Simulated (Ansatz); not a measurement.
# Ag: further runs on the relaxed cell

One table from this session's results is given with a row withheld; the runs are named, their logs left out.

Program: Ansatz 0.2.0. Level of theory: DFT PBEsol, scalar-relativistic, plane waves, PAW. These are calculated values, not measurements.

1 further run of the same task is left out (set aside as unsound or not needed).

## The structure to begin with

It takes space group Fm-3m (No. 225, cubic). Conventional cell: a = 4.054 Å, b = 4.054 Å, c = 4.054 Å, α = 90.00°, β = 90.00°, γ = 90.00°. Around Ag (site symmetry m-3m) lie 12 Ag at 2.87 Å.

As a file:

```cif
data_structure
_symmetry_space_group_name_H-M 'P 1'
_symmetry_Int_Tables_number 1
_cell_length_a 2.8669
_cell_length_b 2.8669
_cell_length_c 2.8669
_cell_angle_alpha 60.000
_cell_angle_beta 60.000
_cell_angle_gamma 60.000
_cell_volume 16.66
loop_
_atom_site_label
_atom_site_type_symbol
_atom_site_fract_x
_atom_site_fract_y
_atom_site_fract_z
_atom_site_occupancy
Ag1 Ag 0.00000 0.00000 0.00000 1
```

It is the result of an earlier relaxation at this level (volume 16.66 Å³/atom; gap on the mesh: none (metal)).

Set-up of the first run:

File input.yaml:

```yaml
crystal:
  lattice:
    - [0.0, 2.0272056193, 2.0272056193]
    - [2.0272056193, 0.0, 2.0272056193]
    - [2.0272056193, 2.0272056193, 0.0]
  atoms:
    - { symbol: Ag, position: [0.0, 0.0, 0.0] }
basis:
  ecutwfc: 420
kpoints:
  mp_grid: { grid: [18, 18, 18] }
  band_path:
    path:
      - [[0.0, 0.0, 0.0], [0.5, 0.0, 0.5], [0.625, 0.25, 0.625]]
      - [[0.375, 0.375, 0.75], [0.0, 0.0, 0.0], [0.5, 0.5, 0.5], [0.5, 0.25, 0.75], [0.5, 0.0, 0.5]]
    npoints: 14
hamiltonian:
  xc: pbesol
scf:
  occupations: { method: gaussian, width: 0.1 }
  n_extra_bands: 6
output:
  forces: true
  stress: true
  eigenvalues: true
  populations: true
  dos: { projected: true, de: 0.02, nscf_kmesh: { grid: [27, 27, 27] } }
  bader: true
  write_density: true
  write_potential: true
  elf: true
  volumetric_format: npy
```

On the command line:

```console
$ ansatz run input.yaml --threads 1 --pin off --max-ram 2560MiB --backend cpu --events-out ev --progress --plain --runs-dir out
```

Steps of the session up to this table: Static run: bands, density of states and charges; Back to the database's cell; Volume × 0.97; Volume × 1.03; The cell scaled to 0.94 of its volume; Volume × 1.06; Point at V/V0 = 0.91; Point at V/V0 = 1.10; The cell scaled to 0.88 of its volume.

One of the session's tables, all rows but one given; the rest of the session is left out.

It belongs to the step «Energy against volume». 

```
volume (Å³/atom)  energy above the lowest point (meV/atom)  pressure (GPa)
          14.662                                     119.3           21.93
          15.162                                      62.3           14.75
          15.662                                      25.8            8.84
          16.162                                       6.0            3.99
          16.662                                       0.0            0.00
          17.162                                         ?               ?
          17.662                                      19.7           -5.91
          18.328                                      50.4           -8.68
```

Estimate the missing values for volume (Å³/atom) = 17.162.

Worked estimate for «energy above the lowest point (meV/atom)». A straight line through the neighbours (16.662, 0.0) and (17.662, 19.7) gives 0.0 + (19.7 − 0.0) × (17.162 − 16.662) / (17.662 − 16.662) = 9.8; a parabola fitted to 4 rows on both sides gives 5.4.

As computed: energy above the lowest point (meV/atom): 5.2; pressure (GPa): -3.25. In «energy above the lowest point (meV/atom)» the line misses by +4.6 and the parabola by +0.2.
